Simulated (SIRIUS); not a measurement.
**CuI under changes of volume**

One of the cells (27.401 Å³/atom); the others are scaled copies at fixed shape and fractional positions:

```
I Cu
1.0
     4.09020    0.00000    0.00000
     0.00000    4.09020    0.00000
     0.00000    0.00000    6.55146
I Cu
2 2
Direct
  0.00000 0.50000 0.74303
  0.50000 0.00000 0.25697
  0.00000 0.00000 0.00000
  0.50000 0.50000 0.00000
```

Measurements of this composition are mostly on another form, of space group No. 216.

* Program: SIRIUS 7.12.0
* Functional: PBEsol
* Potentials or basis: PseudoDojo 0.4.1 PBEsol standard (scalar relativistic)
* Cutoff: 1254 eV
* Density cutoff: 5016 eV
* k mesh: 7 × 7 × 4
* Occupations: fermi-dirac, width 0.05 eV
* Spin: no spin polarisation

| volume (Å³/atom) | energy over the lowest point (meV/atom) | pressure (GPa) | gap on the mesh (eV) | largest force (eV/Å) |
| --- | --- | --- | --- | --- |
| 25.757 | ? | ? | ? | ? |
| 26.305 | 0.00 | 0.4 | 1.52 | 0.195 |
| 26.853 | 0.30 | -0.6 | 1.49 | 0.004 |
| 27.401 | 3.88 | -1.5 | 1.46 | 0.186 |
| 27.949 | 10.35 | -2.3 | 1.43 | 0.353 |
| 28.497 | 19.36 | -3.0 | 1.40 | 0.505 |
| 29.045 | 30.61 | -3.6 | 1.37 | 0.644 |

Task: What does the run at 25.757 Å³/atom give?

Result: Energy over the lowest point 3.43 meV/atom; pressure 1.6 GPa; gap on the mesh 1.56 eV; largest force 0.414 eV/Å.

Worked out: A Birch-Murnaghan fit of order 3 (a polynomial in V^(-2/3)) to the other rows has its minimum at 26.53 Å³/atom with B0 = V·E''(V) = 50 GPa and B' = 5.1 at fixed shape and positions, which overstates the stiffness. It gives 3.42 meV/atom at 25.757 Å³/atom, against the run's 3.43, and -dE/dV = 1.6 GPa, against 1.6. A straight line through the other rows of the gap, of slope -1.51 eV per unit of ln V, extrapolates to 1.55 eV, against the run's 1.56.

Energies are extrapolated to zero smearing.

Caveats: spin-orbit coupling is left out, which moves the levels of the heavy elements; an odd mesh through Γ misses points on the zone boundary, where band edges often lie; this functional lacks dispersion, which binds the layers, so the pressure and a relaxed spacing across them are unreliable.
